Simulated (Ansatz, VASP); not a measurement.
# One calculation of Nb, two programs

The input INCAR:

```
SYSTEM = Nb
PREC = Accurate
ENCUT = 600
EDIFF = 1E-6
ISMEAR = 0
SIGMA = 0.1
LREAL = .False.
LASPH = .True.
NELM = 100
ALGO = Fast
ISIF = 3
LWAVE = .False.
LCHARG = .False.
GGA = PE
IBRION = 2
NSW = 100
EDIFFG = -0.005
```

File KPOINTS:

```
regular mesh
0
Gamma
  18 18 18
  0 0 0
```

File POSCAR:

```
Nb
1.0
   -1.6639500000      1.6639500000      1.6639500000
    1.6639500000     -1.6639500000      1.6639500000
    1.6639500000      1.6639500000     -1.6639500000
Nb
1
Direct
    0.0000000000      0.0000000000      0.0000000000
```

Input for Ansatz:

```yaml
crystal:
  lattice:
    - [-1.66395, 1.66395, 1.66395]
    - [1.66395, -1.66395, 1.66395]
    - [1.66395, 1.66395, -1.66395]
  atoms:
    - { symbol: Nb, position: [0.0, 0.0, 0.0] }
basis:
  ecutwfc: 420
kpoints:
  mp_grid: { grid: [18, 18, 18] }
hamiltonian:
  xc: pbe
scf:
  occupations: { method: gaussian, width: 0.1 }
output:
  forces: true
  stress: true
  eigenvalues: true
  write_density: true
  write_potential: true
  elf: true
  volumetric_format: npy
relax:
  adjacent_minimum: "off"
  f_tol: 0.005
  max_steps: 80
  cell: { stress_tol: 0.05 }
```

Alike in both runs: task relaxation of cell and atoms; functional PBE; k mesh 18 × 18 × 18; occupations gaussian, width 0.1 eV; no spin polarisation.

```csv
,VASP,Ansatz
version,VASP 6.6.1,Ansatz 0.2.0
potentials or method,"VASP PAW PBE potentials, release 64 (Nb_sv)","scalar-relativistic, plane waves, PAW"
plane-wave cutoff (eV),600,420
valence electrons in the cell,13,13
```

```csv
,VASP,Ansatz,Ansatz less VASP
"gap on the k mesh at the Fermi level, each at its own relaxed structure (eV)",none,none,-
relaxed volume (Å³/atom),18.12,18.15,+0.029
relaxed cell length with the largest relative difference (Å),2.866,2.868,+0.0015
energy change over the relaxation (meV/atom),-3,-2,+0.5
```

A gap of «none» marks a metal or a gap that the smearing closes.
